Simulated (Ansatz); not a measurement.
The system is MoSe2.

```
CELL_PARAMETERS angstrom
3.28800 0.00000 0.00000
-1.64400 2.84749 0.00000
0.00000 0.00000 12.90000
ATOMIC_POSITIONS crystal
Mo 0.66667 0.33333 0.75000
Mo 0.33333 0.66667 0.25000
Se 0.66667 0.33333 0.37500
Se 0.33333 0.66667 0.87500
Se 0.66667 0.33333 0.12500
Se 0.33333 0.66667 0.62500
```

* Program: Ansatz 0.2.0
* Task: relaxation of cell and atoms
* Functional: LDA
* Potentials or basis: Ansatz PAW
* Cutoff: 420 eV (not typed: the program's choice for these potentials)
* k mesh: 9 × 9 × 2
* Occupations: fermi-dirac, width 0.05 eV
* Spin: no spin polarisation
* Hubbard terms: Mo d U = 6 eV

At the start: volume 20.13 Å³/atom.

Task: Where does the relaxation end?

Result: It ends after 5 steps and the volume is 19.35 Å³/atom (-3.9 %); space group P6_3/mmc (No. 194, to 0.05 Å).

Step by step:
| step | energy change (eV) | largest force (eV/Å) | volume (Å³) |
| --- | --- | --- | --- |
| 1 | 0.0000 | 0.5250 | 120.78 |
| 2 | -0.0540 | 0.1637 | 117.67 |
| 3 | -0.0607 | 0.0017 | 115.54 |
| 4 | -0.0610 | 0.0017 | 116.08 |
| 5 | -0.0601 | 0.0018 | 116.08 |

Final structure:
```
Mo Se
1.0
     3.25116    0.00000    0.00000
    -1.62558    2.81559    0.00000
     0.00000    0.00000   12.68051
Mo Se
2 4
Direct
  0.66667 0.33333 0.75000
  0.33333 0.66667 0.25000
  0.66667 0.33333 0.38032
  0.33333 0.66667 0.88032
  0.66667 0.33333 0.11968
  0.33333 0.66667 0.61968
```

Caveat: the plane-wave basis is chosen anew once the cell has moved, so the energies of steps on either side of that aren't comparable; the PAW data sets come from PBE, with cores solved anew for the run's functional, which leaves a small shift of forces and pressure.
